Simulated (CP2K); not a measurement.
Runs of CP2K 2026.2 on PtSe2 (Sudovikovite). The structure is trigonal, space group P-3m1 (No. 164). The conventional cell has a = 3.724 Å, b = 3.724 Å, c = 5.062 Å, α = 90.00°, β = 90.00°, γ = 120.00°. Pt (site symmetry -3m) has 6 Se at 2.49 Å as nearest neighbours. Se (site symmetry 3m) is surrounded by 3 Pt at 2.49 Å. 

| task | level | potentials or basis | U | cell | k mesh | k points reduced by the point group | PLUS_U_METHOD | shape of the broadening | PDOS by m | broadening of the DOS (eV) | gap on the mesh (eV) | pressure (GPa) | largest force (eV/Å) |
| --- | --- | --- | --- | --- | --- | --- | --- | --- | --- | --- | --- | --- | --- |
| projected density of states | PBEsol+U | GTH_POTENTIALS Pt GTH-PBE-q18, Se GTH-PBE-q6; DZVP-MOLOPT-SR-GTH basis | Pt d U = 2.0 eV | as given | 6 × 6 × 4 | yes | MULLIKEN | LORENTZIAN | yes | 0.15 eV | none | - | (a) |
| relaxation of the atoms | PBE | POTENTIAL_UZH Pt GTH-PBE-q18, Se GTH-PBE-q6; TZVP-MOLOPT-PBE-GTH basis | - | atoms relaxed from: strain = -0.02 | 8 × 8 × 5 | - | - | - | - | - | none | 9.1 | - |
| relaxation of the atoms | PBE | POTENTIAL_UZH Pt GTH-PBE-q18, Se GTH-PBE-q6; TZVP-MOLOPT-PBE-GTH basis | - | atoms relaxed from: strain = -0.04 | 8 × 8 × 5 | - | - | - | - | - | none | 14.2 | - |
| projected density of states | PBEsol | GTH_POTENTIALS Pt GTH-PBE-q18, Se GTH-PBE-q6; DZVP-MOLOPT-SR-GTH basis | - | as given | 6 × 6 × 4 | yes | - | LORENTZIAN | yes | 0.15 eV | none | 4.5 | 0.62 |

Alike in all rows: no spin polarisation; smearing fermi-dirac 0.05 eV.

Problem. Fill in the values left out.

Solution. (a) 0.67.

Caveats: the basis of atomic orbitals isn't converged, which shifts pressures, moduli and gaps; the potentials were made for another functional, which shifts forces and pressure (some runs); this program's U acts on Mulliken populations of all basis functions of the shell, so it isn't the U of plane-wave codes (some runs); energies scatter by some meV and the pressure isn't listed (some runs); U without spin polarisation on a metal has little footing (some runs).

A k mesh can miss the band edges, and the runs leave out spin-orbit coupling on Pt, Se.

A gap of «none» marks a metal or a gap under the smearing width.
